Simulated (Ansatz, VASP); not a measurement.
**One calculation of Fe, two programs**

```
CELL_PARAMETERS angstrom
2.30749 0.00000 0.00000
0.00000 2.30749 0.00000
0.00000 0.00000 2.30749
ATOMIC_POSITIONS crystal
Fe 0.00000 0.00000 0.00000
```

Alike in both runs: task relaxation of cell and atoms; functional r2SCAN; k mesh 8 × 8 × 8; occupations gaussian, width 0.1 eV; collinear spin.

|  | VASP | Ansatz |
| --- | --- | --- |
| version | VASP 6.6.1 | Ansatz 0.2.0 |
| potentials or method | VASP PAW PBE potentials, release 64 (Fe) | scalar-relativistic, plane waves, PAW |
| plane-wave cutoff (eV) | 600 | 500 |
| valence electrons in the cell | 8 | 16 |

|  | VASP | Ansatz | Ansatz less VASP |
| --- | --- | --- | --- |
| gap on the k mesh at the Fermi level, each at its own relaxed structure (eV) | none | none | - |
| net moment per atom (μB) | 2.75 | 2.75 | +0.007 |
| size of the moment on the site where the two differ most (μB) | 2.78 | 2.79 | +0.013 |
| relaxed volume (Å³/atom) | 13.78 | 13.85 | +0.072 |
| relaxed cell length with the largest relative difference (Å) | 2.397 | 2.402 | +0.0042 |
| energy change over the relaxation (meV/atom) | -70 | -72 | -1.6 |

Site moments also hang on the region over which each program counts them. A gap of «none» marks a metal or a gap that the smearing closes. The two sets of potentials don't hold the same shells in valence.

Caveats: the PAW data sets were made with another functional, which shifts forces and pressure a little (VASP).
